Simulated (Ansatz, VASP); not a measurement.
Mg in VASP and in Ansatz

INCAR

```
ALGO     = Normal         # electronic algorithm
EDIFF    = 1E-7           # SCF threshold, eV
ENCUT    = 520            # plane-wave cutoff, eV
GGA      = RE             # functional
ISIF     = 2              # what is computed and relaxed
ISMEAR   = -1             # smearing method
LASPH    = T              # aspherical terms in the spheres
LCHARG   = F              # write CHGCAR
LREAL    = F              # projectors in reciprocal space
LWAVE    = F              # write WAVECAR
NBANDS   = 9              # bands
NELM     = 100            # most SCF steps
PREC     = Accurate       # precision mode
SIGMA    = 0.05           # smearing width, eV
```

File KPOINTS:

```
k-points
0
Gamma
  6 6 3
```

File POSCAR:

```
Mg
1.0
    3.2093000000      0.0000000000      0.0000000000
   -1.6046500000      2.7793353284      0.0000000000
    0.0000000000      0.0000000000      5.2103000000
Mg
2
Direct
    0.6666666667      0.3333333333      0.7500000000
    0.3333333333      0.6666666667      0.2500000000
```

File input.yaml:

```yaml
crystal:
  lattice:
    - [3.2093, 0.0, 0.0]
    - [-1.60465, 2.7793353284, 0.0]
    - [0.0, 0.0, 5.2103]
  atoms:
    - { symbol: Mg, position: [0.6666666667, 0.3333333333, 0.75] }
    - { symbol: Mg, position: [0.3333333333, 0.6666666667, 0.25] }
hamiltonian:
  xc: revpbe
  pseudopotentials: { kind: paw }
kpoints:
  mp_grid: { grid: [6, 6, 3] }
  band_path:
    path:
      - [[0.0, 0.0, 0.0], [0.5, 0.0, 0.0], [0.3333333333, 0.3333333333, 0.0], [0.0, 0.0, 0.0], [0.0, 0.0, 0.5], [0.5, 0.0, 0.5], [0.3333333333, 0.3333333333, 0.5], [0.0, 0.0, 0.5]]
      - [[0.5, 0.0, 0.5], [0.5, 0.0, 0.0]]
      - [[0.3333333333, 0.3333333333, 0.0], [0.3333333333, 0.3333333333, 0.5]]
    npoints: 14
scf:
  occupations: { method: fermi_dirac, width: 0.05 }
  n_extra_bands: 6
output:
  forces: true
  stress: true
  eigenvalues: true
  fatbands: true
```

Alike in both runs: functional revPBE; k mesh 6 × 6 × 3; occupations fermi-dirac, width 0.05 eV; no spin polarisation.

|  | VASP | Ansatz |
| --- | --- | --- |
| version | VASP 6.6.1 | Ansatz 0.2.0 |
| potentials or method | VASP PAW PBE potentials, release 64 (Mg) | Ansatz PAW |
| plane-wave cutoff (eV) | 520 | 420 |
| valence electrons in the cell | 4 | 20 |
| task | single point | band structure |

```csv
,VASP,Ansatz,Ansatz less VASP
gap on the k mesh at the Fermi level (eV),none,none,-
pressure (GPa),0.4,0.6,+0.19
largest component of the traceless stress (GPa),0.10,0.11,+0.006
```

A gap of «none» marks a metal or a gap that the smearing closes. The two sets of potentials don't hold the same shells in valence.

Caveats: the k mesh is coarse (spacing up to 0.40 Å⁻¹), so the values aren't converged; the PAW data sets were made with another functional, which shifts forces and pressure a little (VASP); the PAW data sets come from PBE, with cores solved anew for the run's functional, which leaves a small shift of forces and pressure (Ansatz).
